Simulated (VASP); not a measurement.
# BN (P6_3mc) in VASP: notebook, part 2 of 2

VASP 6.6.1. Earlier steps stand in the parts before.

## (3) Band structure, r2SCAN

INCAR

```
SYSTEM = BN
PREC     = Accurate       ! precision mode
ENCUT    = 520            ! plane-wave cutoff, eV
EDIFF    = 1E-7           ! SCF threshold, eV
ISMEAR   = 0              ! smearing method
SIGMA    = 0.02           ! smearing width, eV
LREAL    = .FALSE.        ! projectors in reciprocal space
LASPH    = .TRUE.         ! aspherical terms in the spheres
NELM     = 80             ! most SCF steps
ALGO     = Normal         ! electronic algorithm
ISIF     = 2              ! what is computed and relaxed
LWAVE    = .FALSE.        ! write WAVECAR
LCHARG   = .FALSE.        ! write CHGCAR
METAGGA  = R2SCAN         ! meta-GGA
LMIXTAU  = .TRUE.
```

KPOINTS

```
Automatic mesh
0
G
  12 12 6
  0 0 0
```

POSCAR

```
BN
1.0
    2.5416900000      0.0000000000      0.0000000000
   -1.2708500000      2.2011700000      0.0000000000
    0.0000000000      0.0000000000      4.2041500000
B N
2 2
Direct
    0.6666700000      0.3333300000      0.9997200000
    0.3333300000      0.6666700000      0.4997200000
    0.6666700000      0.3333300000      0.6252800000
    0.3333300000      0.6666700000      0.1252800000
```

KPOINTS_OPT

```
path GMKGALHA,LM,KH
20
line-mode
reciprocal
 0.0000000000  0.0000000000  0.0000000000  G
 0.5000000000  0.0000000000  0.0000000000  M

 0.5000000000  0.0000000000  0.0000000000  M
 0.3333333333  0.3333333333  0.0000000000  K

 0.3333333333  0.3333333333  0.0000000000  K
 0.0000000000  0.0000000000  0.0000000000  G

 0.0000000000  0.0000000000  0.0000000000  G
 0.0000000000  0.0000000000  0.5000000000  A

 0.0000000000  0.0000000000  0.5000000000  A
 0.5000000000  0.0000000000  0.5000000000  L

 0.5000000000  0.0000000000  0.5000000000  L
 0.3333333333  0.3333333333  0.5000000000  H

 0.3333333333  0.3333333333  0.5000000000  H
 0.0000000000  0.0000000000  0.5000000000  A

 0.5000000000  0.0000000000  0.5000000000  L
 0.5000000000  0.0000000000  0.0000000000  M

 0.3333333333  0.3333333333  0.0000000000  K
 0.3333333333  0.3333333333  0.5000000000  H
```

Potentials or basis: VASP PAW PBE potentials, release 64 (B, N).

Launch:

```
$ cat potpaw_PBE.64/B/POTCAR potpaw_PBE.64/N/POTCAR > POTCAR
$ mpirun -np 1 vasp_std > vasp.out
```

OUTCAR:

```text
SYSTEM = BN
   PREC = Accurate
   ENCUT = 520
   EDIFF = 1E-7
   ISMEAR = 0
   LREAL = .FALSE.
   LASPH = .TRUE.
   NELM = 80
   ISIF = 2
   METAGGA = R2SCAN

 ion  position               nearest neighbor table
   1  0.667  0.333  1.000-   4 1.56   4 1.56   4 1.56   3 1.57
   2  0.333  0.667  0.500-   3 1.56   3 1.56   3 1.56   4 1.57
   3  0.667  0.333  0.625-   2 1.56   2 1.56   2 1.56   1 1.57
   4  0.333  0.667  0.125-   1 1.56   1 1.56   1 1.56   2 1.57

  LATTYP: Found a hexagonal cell.
 ALAT       =     2.5416900000
 C/A-ratio  =     1.6540766183

  Lattice vectors:

 A1 = (   2.5416900000,   0.0000000000,   0.0000000000)
 A2 = (  -1.2708500000,   2.2011700000,   0.0000000000)
 A3 = (   0.0000000000,   0.0000000000,   4.2041500000)

Analysis of symmetry for initial positions (statically):
=====================================================================
 Subroutine PRICEL returns:
 Original cell was already a primitive cell.

 Routine SETGRP: Setting up the symmetry group for a
 hexagonal supercell.

 Subroutine GETGRP returns: Found  4 space group operations
 (whereof  2 operations were pure point group operations)
 out of a pool of 24 trial point group operations.

The static configuration has the point symmetry C_1h.
 The point group associated with its full space group is C_2v.

Analysis of symmetry for dynamics (positions and initial velocities):
=====================================================================
 Subroutine PRICEL returns:
 Original cell was already a primitive cell.

 Routine SETGRP: Setting up the symmetry group for a
 hexagonal supercell.

 Subroutine GETGRP returns: Found  4 space group operations
 (whereof  2 operations were pure point group operations)
 out of a pool of 24 trial point group operations.

The dynamic configuration has the point symmetry C_1h.
 The point group associated with its full space group is C_2v.

 Subroutine INISYM returns: Found  4 space group operations
 (whereof  2 operations are pure point group operations),
 and found     1 'primitive' translations

[... 132 lines left out ...]
  volume of cell :       23.52
 maximum number of plane-waves:       652
   NGX =  9   NGY =  9   NGZ = 15

 number of electron      15.9999999 magnetization

 Free energy of the ion-electron system (eV)
  ---------------------------------------------------
  ext. energy  EPLUGINS =         0.00000000
  ---------------------------------------------------
  free energy    TOTEN  =       -38.26539790 eV

  energy without entropy =      -38.26539790  energy(sigma->0) =      -38.26539790

 E-fermi :   7.5480     XC(G=0): -13.6595

 val. band max:        7.4635755788   @ k =   0.0000   0.0000   0.0000
 cond. band min:      13.1674777432   @ k =   0.3333   0.3333   0.0000
 fundamental gap:      5.7039021644
 Fermi energy:         7.5480048981

 k-point     1 :       0.0000    0.0000    0.0000
  band No.  band energies     occupation
      1     -14.0639      2.00000
      2      -9.8109      2.00000
      3      -3.8991      2.00000
      4       5.2458      2.00000
      5       5.2463      2.00000
      6       7.1815      2.00000
      7       7.4632      2.00000
      8       7.4636      2.00000
      9      16.5455      0.00000
     10      16.5460      0.00000
     11      16.7936      0.00000
     12      17.7125      0.00000
[... 331 lines left out ...]
 k-point    24 :      -0.4167    0.3333    0.0000
  band No.  band energies     occupation
      1     -11.0273      2.00000
      2      -8.1914      2.00000
      3      -1.6996      2.00000
      4      -0.9307      2.00000
      5       0.7320      2.00000
      6       2.1982      2.00000
      7       4.1033      2.00000
      8       5.0908      2.00000
      9      15.4698      0.00000
     10      16.4265      0.00000
     11      18.8792      0.00000
     12      20.3269      0.00000

 [... further k-points ...]

------------------------ aborting loop because EDIFF is reached ----------------------------------------

  FORCE on cell =-STRESS in cart. coord.  units (eV):
  Direction    XX          YY          ZZ          XY          YZ          ZX
  --------------------------------------------------------------------------------------
  -------------------------------------------------------------------------------------
  Total        0.3186061      0.3188862      0.3143448      0.0002414      0.0000000      0.0000000
  in kB       21.7025246     21.7216078     21.4122612      0.0164448      0.0000000      0.0000000
  external PRESSURE =      21.6121312 kB  Pullay stress =       0.0000000 kB

 VOLUME and BASIS-vectors are now :
 -----------------------------------------------------------------------------
  energy-cutoff  :      520.00
  volume of cell :       23.52
      direct lattice vectors                 reciprocal lattice vectors
     2.541690000  0.000000000  0.000000000     0.393439011  0.227152817  0.000000000
    -1.270850000  2.201170000  0.000000000     0.000000000  0.454303847  0.000000000
     0.000000000  0.000000000  4.204150000     0.000000000  0.000000000  0.237860210

 POSITION                                       TOTAL-FORCE (eV/Angst)
 -----------------------------------------------------------------------------------
      1.27086      0.73372      4.20297        -0.000515      0.000298      0.010709
     -0.00002      1.46745      2.10090         0.000515     -0.000298      0.010709
      1.27086      0.73372      2.62877        -0.000536      0.000309     -0.010709
     -0.00002      1.46745      0.52670         0.000536     -0.000309     -0.010709
 -----------------------------------------------------------------------------------
    total drift:                                0.000000      0.000000      0.002167

  FREE ENERGIE OF THE ION-ELECTRON SYSTEM (eV)
  ---------------------------------------------------
  free  energy   TOTEN  =       -38.2653978988 eV

  energy  without entropy=      -38.2653978988  energy(sigma->0) =      -38.26539790
```

stdout:

```text
POSCAR found type information on POSCAR B N
 POSCAR found :  2 types and       4 ions
 scaLAPACK will be used
 -----------------------------------------------------------------------------
|                                                                             |
|                                                                             |
|     You enforced a specific xc type in the INCAR file but a different       |
|     I HOPE YOU KNOW WHAT YOU ARE DOING!                                     |
|                                                                             |
 -----------------------------------------------------------------------------

 LDA part: xc-table for (None), standard interpolation
 POSCAR, INCAR and KPOINTS ok, starting setup
 FFT: planning ... GRIDC
 FFT: planning ... GRID_SOFT
 FFT: planning ... GRID
 WAVECAR not read
 entering main loop
 Start KPOINTS_OPT (optional k-point list driver)
k-point batch [1-172\180]
k-point batch [173-180\180]
```

It took 2.2 min on 1 thread of Intel Xeon 6975P-C (Granite Rapids), shared host; peak memory 0.19 GiB.

Results:

| Quantity | Value |
| --- | --- |
| Free energy | -38.2654 eV |
| Pressure | 2.2 GPa |
| Largest force | 0.011 eV/Å |
| Band gap on the k mesh | 5.70 eV, indirect (least direct gap 8.99 eV) |
| Band gap along the path | 5.70 eV, indirect (least direct gap 8.98 eV) |

Forces in eV/Å, atoms in the order of the input:
```
B   -0.001  0.000  0.011
B    0.001  0.000  0.011
N   -0.001  0.000 -0.011
N    0.001  0.000 -0.011
```

Levels at the corners of the path, in eV from the valence-band top:
```
point  band 6  band 7  band 8  band 9  band 10  band 11
    Γ   -0.28    0.00    0.00    9.08     9.08     9.33
    M   -5.21   -4.56   -2.20    7.30     8.61    11.38
    M   -5.21   -4.56   -2.20    7.30     8.61    11.38
    K   -5.66   -5.65   -5.65    5.70    14.48    14.48
    K   -5.66   -5.65   -5.65    5.70    14.48    14.48
    Γ   -0.28    0.00    0.00    9.08     9.08     9.33
    Γ   -0.28    0.00    0.00    9.08     9.08     9.33
    A   -1.23   -1.23   -1.23   10.27    10.27    10.70
    A   -1.23   -1.23   -1.23   10.27    10.27    10.70
    L   -3.93   -3.74   -3.74    7.21     7.21    10.74
    L   -3.93   -3.74   -3.74    7.21     7.21    10.74
    H   -8.02   -3.17   -3.17   10.06    10.06    10.95
    H   -8.02   -3.17   -3.17   10.06    10.06    10.95
    A   -1.23   -1.23   -1.23   10.27    10.27    10.70
    L   -3.93   -3.74   -3.74    7.21     7.21    10.74
    M   -5.21   -4.56   -2.20    7.30     8.61    11.38
    K   -5.66   -5.65   -5.65    5.70    14.48    14.48
    H   -8.02   -3.17   -3.17   10.06    10.06    10.95
```

Caveat: the PAW data sets were made with another functional, which shifts forces and pressure a little.

## (4) Band structure, TB-mBJ

POSCAR is that of step 3.

INCAR.step1

```
SYSTEM = BN
PREC     = Accurate       ! precision mode
ENCUT    = 520            ! plane-wave cutoff, eV
EDIFF    = 1E-5           ! SCF threshold, eV
ISMEAR   = 0              ! smearing method
SIGMA    = 0.02           ! smearing width, eV
LREAL    = .FALSE.        ! projectors in reciprocal space
LASPH    = .TRUE.         ! aspherical terms in the spheres
NELM     = 80             ! most SCF steps
ALGO     = Normal         ! electronic algorithm
ISIF     = 2              ! what is computed and relaxed
LWAVE    = .TRUE.         ! write WAVECAR
LCHARG   = .FALSE.        ! write CHGCAR
GGA      = PE             ! functional
```

INCAR.step2

```
SYSTEM = BN
PREC     = Accurate       ! precision mode
ENCUT    = 520            ! plane-wave cutoff, eV
EDIFF    = 1E-7           ! SCF threshold, eV
ISMEAR   = 0              ! smearing method
SIGMA    = 0.02           ! smearing width, eV
LREAL    = .FALSE.        ! projectors in reciprocal space
LASPH    = .TRUE.         ! aspherical terms in the spheres
NELM     = 80             ! most SCF steps
ALGO     = Normal         ! electronic algorithm
ISIF     = 2              ! what is computed and relaxed
LWAVE    = .FALSE.        ! write WAVECAR
LCHARG   = .FALSE.        ! write CHGCAR
METAGGA  = MBJ            ! meta-GGA
ISTART   = 1
```

KPOINTS is that of step 3.

KPOINTS_OPT is that of step 3.

Launch:

```
$ cat potpaw_PBE.64/B/POTCAR potpaw_PBE.64/N/POTCAR > POTCAR
$ cp INCAR.step1 INCAR
$ mpirun -np 1 vasp_std > vasp.out
$ cp INCAR.step2 INCAR
$ mpirun -np 1 vasp_std > vasp.out
```

Wall time 94 s (1 thread of Intel Xeon 6975P-C (Granite Rapids), shared host); peak memory 0.19 GiB.

It converged, with:

| Item | Value |
| --- | --- |
| Band gap on the k mesh | 6.69 eV, indirect (least direct gap 9.67 eV) |
| Band gap along the path | 6.69 eV, indirect (least direct gap 9.67 eV) |

Levels at the corners of the path, in eV from the valence-band top:
| point | band 4 | band 5 | band 6 | band 7 | band 8 | band 9 | band 10 | band 11 | band 12 |
| --- | --- | --- | --- | --- | --- | --- | --- | --- | --- |
| Γ | -2.05 | -2.05 | -0.26 | 0.00 | 0.00 | 9.86 | 9.86 | 10.11 | 10.54 |
| M | -7.72 | -6.76 | -4.80 | -4.10 | -2.03 | 7.93 | 9.30 | 12.05 | 12.62 |
| M | -7.72 | -6.76 | -4.80 | -4.10 | -2.03 | 7.93 | 9.30 | 12.05 | 12.62 |
| K | -7.19 | -7.19 | -5.23 | -5.23 | -5.21 | 6.69 | 15.07 | 15.07 | 15.42 |
| K | -7.19 | -7.19 | -5.23 | -5.23 | -5.21 | 6.69 | 15.07 | 15.07 | 15.42 |
| Γ | -2.05 | -2.05 | -0.26 | 0.00 | 0.00 | 9.86 | 9.86 | 10.11 | 10.54 |
| Γ | -2.05 | -2.05 | -0.26 | 0.00 | 0.00 | 9.86 | 9.86 | 10.11 | 10.54 |
| A | -5.61 | -1.13 | -1.13 | -1.13 | -1.13 | 10.73 | 10.73 | 11.40 | 11.40 |
| A | -5.61 | -1.13 | -1.13 | -1.13 | -1.13 | 10.73 | 10.73 | 11.40 | 11.40 |
| L | -9.80 | -3.61 | -3.61 | -3.46 | -3.46 | 7.91 | 7.91 | 11.13 | 11.13 |
| L | -9.80 | -3.61 | -3.61 | -3.46 | -3.46 | 7.91 | 7.91 | 11.13 | 11.13 |
| H | -8.74 | -7.33 | -7.33 | -2.91 | -2.91 | 10.49 | 10.49 | 11.70 | 11.70 |
| H | -8.74 | -7.33 | -7.33 | -2.91 | -2.91 | 10.49 | 10.49 | 11.70 | 11.70 |
| A | -5.61 | -1.13 | -1.13 | -1.13 | -1.13 | 10.73 | 10.73 | 11.40 | 11.40 |
| L | -9.80 | -3.61 | -3.61 | -3.46 | -3.46 | 7.91 | 7.91 | 11.13 | 11.13 |
| M | -7.72 | -6.76 | -4.80 | -4.10 | -2.03 | 7.93 | 9.30 | 12.05 | 12.62 |
| K | -7.19 | -7.19 | -5.23 | -5.23 | -5.21 | 6.69 | 15.07 | 15.07 | 15.42 |
| H | -8.74 | -7.33 | -7.33 | -2.91 | -2.91 | 10.49 | 10.49 | 11.70 | 11.70 |

Caveat: the PAW data sets were made with another functional, which shifts forces and pressure a little.

## (5) Summary

```tsv
level	gap on the mesh (eV)
PBEsol	4.95
r2SCAN	5.70
TB-mBJ	6.69
```

Alike in all rows: task band structure; potentials or basis VASP PAW PBE potentials, release 64 (B, N); no spin polarisation; cell as given; k mesh 12 × 12 × 6; cutoff (eV) 520; smearing gaussian 0.02 eV.

On the cell as given the gap runs from 4.95 eV (PBEsol) to 6.69 eV (TB-mBJ).

Caveats: the PAW data sets were made with another functional, which shifts forces and pressure a little.

Absolute energies hang on the potentials; compare differences alone.
